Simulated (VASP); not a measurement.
# BAs (F-43m) in VASP: band structure with HSE06

Aim: the band structure of BAs with HSE06.

Program: VASP 6.6.1. These are calculated values, not measurements. Logs are shortened: lines on timing, memory, paths and dates and some standing lists are left out, and cuts for length are marked.

## (1) The structure

The structure is cubic, space group F-43m (No. 216). The conventional cell has a = 4.777 Å, b = 4.777 Å, c = 4.777 Å, α = 90.00°, β = 90.00°, γ = 90.00°. Around B (site symmetry -43m) lie 4 As at 2.07 Å. Around As (site symmetry -43m) lie 4 B at 2.07 Å.

## (2) Band structure, HSE06

Contents of POSCAR:

```
BAs
1.0
    0.0000000000      2.3885000000      2.3885000000
    2.3885000000      0.0000000000      2.3885000000
    2.3885000000      2.3885000000      0.0000000000
B As
1 1
Direct
    0.0000000000      0.0000000000      0.0000000000
    0.2500000000      0.2500000000      0.2500000000
```

Contents of INCAR.step1:

```
SYSTEM = BAs
PREC     = Accurate       ! precision mode
ENCUT    = 520            ! plane-wave cutoff, eV
EDIFF    = 1E-5           ! SCF threshold, eV
ISMEAR   = 0              ! smearing method
SIGMA    = 0.02           ! smearing width, eV
LREAL    = .FALSE.        ! projectors in reciprocal space
LASPH    = .TRUE.         ! aspherical terms in the spheres
NELM     = 60             ! most SCF steps
ALGO     = Normal         ! electronic algorithm
ISIF     = 2              ! what is computed and relaxed
LWAVE    = .TRUE.         ! write WAVECAR
LCHARG   = .FALSE.        ! write CHGCAR
GGA      = PE             ! functional
```

Contents of INCAR.step2:

```
SYSTEM = BAs
PREC     = Accurate       ! precision mode
ENCUT    = 520            ! plane-wave cutoff, eV
EDIFF    = 1E-6           ! SCF threshold, eV
ISMEAR   = 0              ! smearing method
SIGMA    = 0.02           ! smearing width, eV
LREAL    = .FALSE.        ! projectors in reciprocal space
LASPH    = .TRUE.         ! aspherical terms in the spheres
NELM     = 60             ! most SCF steps
ALGO     = Normal         ! electronic algorithm
ISIF     = 2              ! what is computed and relaxed
LWAVE    = .FALSE.        ! write WAVECAR
LCHARG   = .FALSE.        ! write CHGCAR
GGA      = PE             ! functional
LHFCALC  = .TRUE.         ! exact exchange
HFSCREEN = 0.2            ! screening, 1/A
PRECFOCK = Fast         
ISTART   = 1
```

Contents of KPOINTS:

```
Automatic mesh
0
G
  6 6 6
  0 0 0
```

Contents of KPOINTS_OPT:

```
path GXWKGLUWLK,UX
8
line-mode
reciprocal
 0.0000000000  0.0000000000  0.0000000000  G
 0.5000000000  0.0000000000  0.5000000000  X

 0.5000000000  0.0000000000  0.5000000000  X
 0.5000000000  0.2500000000  0.7500000000  W

 0.5000000000  0.2500000000  0.7500000000  W
 0.3750000000  0.3750000000  0.7500000000  K

 0.3750000000  0.3750000000  0.7500000000  K
 0.0000000000  0.0000000000  0.0000000000  G

 0.0000000000  0.0000000000  0.0000000000  G
 0.5000000000  0.5000000000  0.5000000000  L

 0.5000000000  0.5000000000  0.5000000000  L
 0.6250000000  0.2500000000  0.6250000000  U

 0.6250000000  0.2500000000  0.6250000000  U
 0.5000000000  0.2500000000  0.7500000000  W

 0.5000000000  0.2500000000  0.7500000000  W
 0.5000000000  0.5000000000  0.5000000000  L

 0.5000000000  0.5000000000  0.5000000000  L
 0.3750000000  0.3750000000  0.7500000000  K

 0.6250000000  0.2500000000  0.6250000000  U
 0.5000000000  0.0000000000  0.5000000000  X
```

Potentials or basis: VASP PAW PBE potentials, release 64 (B, As).

Run with:

```console
cat potpaw_PBE.64/B/POTCAR potpaw_PBE.64/As/POTCAR > POTCAR
cp INCAR.step1 INCAR
mpirun -np 1 vasp_std > vasp.out
cp INCAR.step2 INCAR
mpirun -np 1 vasp_std > vasp.out
```

OUTCAR:

```text
SYSTEM = BAs
   PREC = Accurate
   ENCUT = 520
   EDIFF = 1E-6
   ISMEAR = 0
   LREAL = .FALSE.
   LASPH = .TRUE.
   NELM = 60
   ISIF = 2
   GGA = PE
   LHFCALC = .TRUE.
   HFSCREEN = 0.2
   PRECFOCK = Fast
   ISTART = 1

 ion  position               nearest neighbor table
   1  0.000  0.000  0.000-   2 2.07   2 2.07   2 2.07   2 2.07
   2  0.250  0.250  0.250-   1 2.07   1 2.07   1 2.07   1 2.07

  LATTYP: Found a face centered cubic cell.
 ALAT       =     4.7770000000

  Lattice vectors:

 A1 = (   0.0000000000,   2.3885000000,   2.3885000000)
 A2 = (   2.3885000000,   0.0000000000,   2.3885000000)
 A3 = (   2.3885000000,   2.3885000000,   0.0000000000)

Analysis of symmetry for initial positions (statically):
=====================================================================
 Subroutine PRICEL returns:
 Original cell was already a primitive cell.

 Routine SETGRP: Setting up the symmetry group for a
 face centered cubic supercell.

 Subroutine GETGRP returns: Found 24 space group operations
 (whereof 24 operations were pure point group operations)
 out of a pool of 48 trial point group operations.

The static configuration has the point symmetry T_d .

Analysis of symmetry for dynamics (positions and initial velocities):
=====================================================================
 Subroutine PRICEL returns:
 Original cell was already a primitive cell.

 Routine SETGRP: Setting up the symmetry group for a
 face centered cubic supercell.

 Subroutine GETGRP returns: Found 24 space group operations
 (whereof 24 operations were pure point group operations)
 out of a pool of 48 trial point group operations.

The dynamic configuration has the point symmetry T_d .

 Subroutine INISYM returns: Found 24 space group operations
 (whereof 24 operations are pure point group operations),
 and found     1 'primitive' translations

----------------------------------------------------------------------------------------

                                     Primitive cell

  volume of cell :      27.2525

  direct lattice vectors                    reciprocal lattice vectors
     0.000000000  2.388500000  2.388500000    -0.209336404  0.209336404  0.209336404
     2.388500000  0.000000000  2.388500000     0.209336404 -0.209336404  0.209336404
     2.388500000  2.388500000  0.000000000     0.209336404  0.209336404 -0.209336404

  length of vectors
     3.377849094  3.377849094  3.377849094     0.362581287  0.362581287  0.362581287

  position of ions in fractional coordinates (direct lattice)
     0.000000000  0.000000000  0.000000000
     0.250000000  0.250000000  0.250000000

  ion indices of the primitive-cell ions
   primitive index   ion index
                 1           1
                 2           2

----------------------------------------------------------------------------------------

 KPOINTS: Automatic mesh

Automatic generation of k-mesh.
 Grid dimensions read from file:
 generate k-points for:    6    6    6

 Generating k-lattice:

  Cartesian coordinates                     Fractional coordinates (reciprocal lattice)
    -0.034889401  0.034889401  0.034889401     0.166666667  0.000000000  0.000000000
     0.034889401 -0.034889401  0.034889401     0.000000000  0.166666667  0.000000000
     0.034889401  0.034889401 -0.034889401     0.000000000  0.000000000  0.166666667

  Length of vectors
     0.060430214  0.060430214  0.060430214

  Shift w.r.t. Gamma in fractional coordinates (k-lattice)
     0.000000000  0.000000000  0.000000000

 Subroutine IBZKPT returns following result:
 ===========================================

 Found     16 irreducible k-points:

 Following reciprocal coordinates:
            Coordinates               Weight
  0.000000  0.000000  0.000000      1.000000
  0.166667  0.000000  0.000000      8.000000
  0.333333  0.000000  0.000000      8.000000
  0.500000  0.000000  0.000000      4.000000
  0.166667  0.166667  0.000000      6.000000
  0.333333  0.166667  0.000000     24.000000
[... 8 lines left out ...]
 -0.333333  0.333333  0.166667     24.000000
 -0.333333  0.500000  0.166667     12.000000
   k-points           NKPTS =     16   k-points in BZ     NKDIM =    216   number of bands    NBANDS=      8
   number of dos      NEDOS =    301   number of ions     NIONS =      2
   total plane-waves  NPLWV =  21952
   dimension x,y,z NGX =    28 NGY =   28 NGZ =   28
   dimension x,y,z NGXF=    56 NGYF=   56 NGZF=   56
   ions per type =               1   1
   NGX,Y,Z   is equivalent  to a cutoff of  13.78, 13.78, 13.78 a.u.
   NGXF,Y,Z  is equivalent  to a cutoff of  27.56, 27.56, 27.56 a.u.
 SYSTEM =  BAs
   PREC   = accura    normal or accurate (medium, high low for compatibility)
   ISTART =      1    job   : 0-new  1-cont  2-samecut
   ICHARG =      0    charge: 1-file 2-atom 10-const
   ISPIN  =      1    spin polarized calculation?
   LNONCOLLINEAR =      F non collinear calculations
   LSORBIT =      F    spin-orbit coupling
   LASPH  =      T    aspherical Exc in radial PAW
   ENCUT  =  520.0 eV  38.22 Ry    6.18 a.u.   6.28  6.28  6.28*2*pi/ulx,y,z
   NELM   =     60;   NELMIN=  2; NELMDL=  0     # of ELM steps
   EDIFF  = 0.1E-05   stopping-criterion for ELM
   LREAL  =      F    real-space projection
   EDIFFG = 0.1E-04   stopping-criterion for IOM
   NSW    =      0    number of steps for IOM
   IBRION =     -1    ionic relax: 0-MD 1-quasi-New 2-CG
   NFREE  =      0    steps in history (QN), initial steepest desc. (CG)
   ISIF   =      2    stress and relaxation
   ISYM   =      3    0-nonsym 1-usesym 2-fastsym
   POTIM  = 0.5000    time-step for ionic-motion
   TEBEG  =    0.0;   TEEND  =   0.0 temperature during run
   PSTRESS=    0.0 pullay stress
   NELECT =       8.0000    total number of electrons
   NUPDOWN=      -1.0000    fix difference up-down
   EMIN   =  10.00;   EMAX   =-10.00  energy-range for DOS
   EFERMI =   0.00;   METHOD = LEGACY
   ISMEAR =     0;   SIGMA  =   0.02  broadening in eV -4-tet -1-fermi 0-gaus
   EFERMI_NEDOS =   21; number of points for ismear=-14 and -15
   IALGO  =     38    algorithm
   IMIX   =      1    mixing-type and parameters
     AMIX     =   0.40;   BMIX     =  1.00
     AMIX_MAG =   1.60;   BMIX_MAG =  1.00
  volume/ion in A,a.u.               =      13.63        91.95
  Fermi-wavevector in a.u.,A,eV,Ry     =   1.088018  2.056057 16.106360  1.183784
  Thomas-Fermi vector in A             =   2.224191
   LORBIT       =      0    0 simple, 1 ext, 2 COOP (PROOUT), +10 PAW based schemes
   GGA     = PE    functional components
   LHFCALC =     T    Hartree Fock is set to
   PRECFOCK=fast      Normal, Fast or Accurate (Low or Medium for compatibility)
   ENCUT4O =  -1.0   cutoff for four orbital integrals eV
   NKREDX  =     1    reduce k-point grid by
   NKREDY  =     1    reduce k-point grid by
   NKREDZ  =     1    reduce k-point grid by
   AEXX    =    0.2500 exact exchange contribution
   HFSCREEN=    0.2000 screening length (either q_TF or 0.3 A-1)
   HFSCREENC=   0.2000 screening length for correlation (either q_TF or 0.3 A-1)
   ENCUTFOCK=  -1.0 apply spherical cutoff to Coloumb kernel
   IVDW    =     0    specifies the selected vdW correction
   LEPSILON=     F    determine dielectric tensor
   LRPA    =     F    only Hartree local field effects (RPA)
 non-spin polarized calculation
 Gauss-broadening in eV      SIGMA  =   0.02
  energy-cutoff  :      520.00
  volume of cell :       27.25
 maximum number of plane-waves:       754
 NGX is ok and might be reduce to    28
  NGX = 16; NGY = 16; NGZ = 16

 number of electron       8.0000000 magnetization

 Free energy of the ion-electron system (eV)
  ---------------------------------------------------
  ext. energy  EPLUGINS =         0.00000000
  ---------------------------------------------------
  free energy    TOTEN  =       -13.27495051 eV

  energy without entropy =      -13.27495051  energy(sigma->0) =      -13.27495051

 E-fermi :   5.8194     XC(G=0):  -8.7472

 val. band max:        5.7056466217   @ k =   0.0000   0.0000   0.0000
 cond. band min:       7.6687062981   @ k =   0.3333   0.3333   0.0000
 fundamental gap:      1.9630596764
 Fermi energy:         5.8193640182

 k-point     1 :       0.0000    0.0000    0.0000
  band No.  band energies     occupation
      1     -11.2558      2.00000
      2       5.7056      2.00000
      3       5.7056      2.00000
      4       5.7056      2.00000
      5       9.8371      0.00000
      6       9.8371      0.00000
      7       9.8371      0.00000
      8      11.6028      0.00000

 k-point     2 :       0.1667    0.0000    0.0000
  band No.  band energies     occupation
      1     -10.7560      2.00000
      2       2.5132      2.00000
      3       4.9817      2.00000
      4       4.9817      2.00000
      5       9.9215      0.00000
      6      10.7871      0.00000
      7      10.7871      0.00000
      8      13.5892      0.00000

 k-point     3 :       0.3333    0.0000    0.0000
  band No.  band energies     occupation
      1      -9.3539      2.00000
      2      -1.7013      2.00000
      3       4.0590      2.00000
      4       4.0590      2.00000
      5       9.4672      0.00000
      6      11.4900      0.00000
      7      11.4900      0.00000
      8      15.6653      0.00000

 k-point     4 :       0.5000    0.0000    0.0000
  band No.  band energies     occupation
      1      -8.0639      2.00000
      2      -3.9979      2.00000
      3       3.7160      2.00000
      4       3.7160      2.00000
      5       9.2863      0.00000
      6      11.4197      0.00000
      7      11.4197      0.00000
      8      15.7438      0.00000

 k-point     5 :       0.1667    0.1667    0.0000
  band No.  band energies     occupation
      1     -10.5874      2.00000
      2       3.2441      2.00000
      3       3.8687      2.00000
      4       3.8687      2.00000
      5       8.7277      0.00000
      6      12.3717      0.00000
      7      12.3717      0.00000
      8      12.4770      0.00000
[... 89 lines left out ...]
 k-point    14 :       0.5000    0.3333    0.1667
  band No.  band energies     occupation
      1      -8.1477      2.00000
      2      -1.7492      2.00000
      3       0.4012      2.00000
      4       2.2182      2.00000
      5      10.3756      0.00000
      6      11.8732      0.00000
      7      12.5994      0.00000
      8      16.0769      0.00000

 k-point    15 :      -0.3333    0.3333    0.1667
  band No.  band energies     occupation
      1      -6.9811      2.00000
      2      -3.2190      2.00000
      3      -0.2011      2.00000
      4       1.5088      2.00000
      5      10.9585      0.00000
      6      11.9183      0.00000
      7      14.4510      0.00000
      8      15.7926      0.00000

 k-point    16 :      -0.3333    0.5000    0.1667
  band No.  band energies     occupation
      1      -6.4222      2.00000
      2      -3.4380      2.00000
      3       0.0951      2.00000
      4       0.3072      2.00000
      5      10.3170      0.00000
      6      10.6061      0.00000
      7      15.6272      0.00000
      8      15.8700      0.00000

------------------------ aborting loop because EDIFF is reached ----------------------------------------

  FORCE on cell =-STRESS in cart. coord.  units (eV):
  Direction    XX          YY          ZZ          XY          YZ          ZX
  --------------------------------------------------------------------------------------
  -------------------------------------------------------------------------------------
  Total       -0.1004070     -0.1004070     -0.1004070     -0.0000000      0.0000000     -0.0000000
  in kB       -5.9029436     -5.9029436     -5.9029436     -0.0000000      0.0000000     -0.0000000
  external PRESSURE =      -5.9029436 kB  Pullay stress =       0.0000000 kB

 VOLUME and BASIS-vectors are now :
 -----------------------------------------------------------------------------
  energy-cutoff  :      520.00
  volume of cell :       27.25
      direct lattice vectors                 reciprocal lattice vectors
     0.000000000  2.388500000  2.388500000    -0.209336404  0.209336404  0.209336404
     2.388500000  0.000000000  2.388500000     0.209336404 -0.209336404  0.209336404
     2.388500000  2.388500000  0.000000000     0.209336404  0.209336404 -0.209336404

 POSITION                                       TOTAL-FORCE (eV/Angst)
 -----------------------------------------------------------------------------------
      0.00000      0.00000      0.00000         0.000000     -0.000000      0.000000
      1.19425      1.19425      1.19425        -0.000000      0.000000     -0.000000
 -----------------------------------------------------------------------------------
    total drift:                               -0.000000     -0.000000     -0.000000

  FREE ENERGIE OF THE ION-ELECTRON SYSTEM (eV)
  ---------------------------------------------------
  free  energy   TOTEN  =       -13.2749505103 eV

  energy  without entropy=      -13.2749505103  energy(sigma->0) =      -13.27495051
```

It took 10 min on 1 thread of AMD EPYC 9R45 (Zen 5), shared host; peak memory 0.25 GiB.

What came out:

```yaml
Free_energy: -13.2750 eV
Pressure: -0.6 GPa
Band_gap_on_the_k_mesh: 1.96 eV, indirect (least direct gap 4.13 eV)
Band_gap_along_the_path: 1.88 eV, indirect (least direct gap 4.13 eV)
```

Levels at the corners of the path, in eV from the valence-band top:
```
point  band 2  band 3  band 4  band 5  band 6  band 7
    Γ    0.00    0.00    0.00    4.13    4.13    4.13
    X   -9.49   -4.47   -4.47    2.10    2.16   12.96
    X   -9.49   -4.47   -4.47    2.10    2.16   12.96
    W   -8.99   -5.97   -5.66    6.19    7.18    7.70
    W   -8.99   -5.97   -5.66    6.19    7.18    7.70
    K   -9.07   -6.49   -3.81    2.78    6.57   10.59
    K   -9.07   -6.49   -3.81    2.78    6.57   10.59
    Γ    0.00    0.00    0.00    4.13    4.13    4.13
    Γ    0.00    0.00    0.00    4.13    4.13    4.13
    L   -9.70   -1.99   -1.99    3.58    5.71    5.71
    L   -9.70   -1.99   -1.99    3.58    5.71    5.71
    U   -9.07   -6.49   -3.81    2.78    6.57   10.59
    U   -9.07   -6.49   -3.81    2.78    6.57   10.60
    W   -8.99   -5.97   -5.66    6.19    7.18    7.70
    W   -8.99   -5.97   -5.66    6.19    7.18    7.70
    L   -9.70   -1.99   -1.99    3.58    5.71    5.71
    L   -9.70   -1.99   -1.99    3.58    5.71    5.71
    K   -9.07   -6.49   -3.81    2.78    6.57   10.59
    U   -9.07   -6.49   -3.81    2.78    6.57   10.65
    X   -9.49   -4.47   -4.47    2.10    2.16   12.96
```

Caveat: the PAW data sets were made with another functional, which shifts forces and pressure a little; the mesh misses the band edges, which the band path finds closer together.
